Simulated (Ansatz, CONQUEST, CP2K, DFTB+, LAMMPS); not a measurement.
# Which run comes nearest? InP with crystalline order left by the classical run (72 atoms)

Density of this cell: 4.47 g/cm³. The cell holds 72 atoms: 36 In and 36 P. Its edges and angles: a = 12.491 Å, b = 12.491 Å, c = 12.491 Å, α = 90.0°, β = 90.0°, γ = 90.0°. 72 atoms (36 In, 36 P) placed at random at 4.47 g/cm³, melted at 2500 K for 10 ps at fixed volume with the Vashishta potential (Branicio, Rino, Gan and Tsuzuki, J. Phys.: Condens. Matter 21, 095002 (2009)). Quenched from 2500 K to 300 K at 20 K/ps and fixed volume, annealed at 1000 K for 50 ps, held 5 ps, then minimised at fixed cell.

Geometry: as built.

The reference, a calculation:

```
method                 : Kohn-Sham DFT, PBE, PAW, plane waves (Ansatz 0.2.0); cutoff 420 eV, Γ point, fermi-dirac smearing of 0.05 eV; PAW set soft_2
r.m.s. force component : 0.1616 eV/Å
longest force          : 0.4971 eV/Å
pressure               : -2.486 GPa
SCF cycles             : 10
time                   : 19 s on 4 threads of Intel Xeon Platinum 8559C (Emerald Rapids), shared host
CPU time               : 68 s
```

Runs, in no order:
A. DFTB+ IPEA1-xTB: IPEA1-xTB tight binding, diagonalisation
B. CP2K PBE, SZV-MOLOPT-SR, 800/60 Ry, diagonalisation: Kohn-Sham DFT, PBE, GTH-PBE pseudopotentials, Gaussian and plane waves, SZV-MOLOPT-SR-GTH, diagonalisation
C. CONQUEST PBE, grid 80 Ha: Kohn-Sham DFT, PBE, norm-conserving pseudopotentials, pseudo-atomic orbitals (double zeta with polarisation), diagonalisation
D. CONQUEST LDA, grid 80 Ha: Kohn-Sham DFT, LDA, norm-conserving pseudopotentials, pseudo-atomic orbitals (double zeta with polarisation), diagonalisation
E. CP2K PBE, DZVP-MOLOPT-SR, 800/60 Ry, diagonalisation: Kohn-Sham DFT, PBE, GTH-PBE pseudopotentials, Gaussian and plane waves, DZVP-MOLOPT-SR-GTH, diagonalisation

**Question.** Rank the runs by how far their forces lie from the reference's, least first.

E, C, D, B, A.

```
                                                    run  Δ force, r.m.s. (meV/Å)  share of r.m.s. force (%)  CPU time
E. CP2K PBE, DZVP-MOLOPT-SR, 800/60 Ry, diagonalisation                     20.7                       12.8    11 min
                            C. CONQUEST PBE, grid 80 Ha                     44.8                       27.7   6.7 min
                            D. CONQUEST LDA, grid 80 Ha                     63.6                       39.4   5.7 min
 B. CP2K PBE, SZV-MOLOPT-SR, 800/60 Ry, diagonalisation                      168                        104   5.9 min
                                     A. DFTB+ IPEA1-xTB                      293                        181      18 s
```

Periodic xTB results under one method name differ between programs and library versions (DFTB+ here holds tblite 0.3). The network of bonds at the start is that of the classical potential that made the cell, and needn't be the one that DFT or experiment would give. The electronic-structure runs sample only Γ, in a cell whose shortest periodic width is 12 Å, which is coarse for a cell with partly filled levels.

[Logs are printed without paths, hosts, clocks, repeated set-up lines and the standing remarks that a program may print on its own settings, such as how far it seeks lower states.]

[Hosts, paths, dates, database ids (printed as entryN), source tags and the programs' standing remarks are cut or masked in the printed files.]
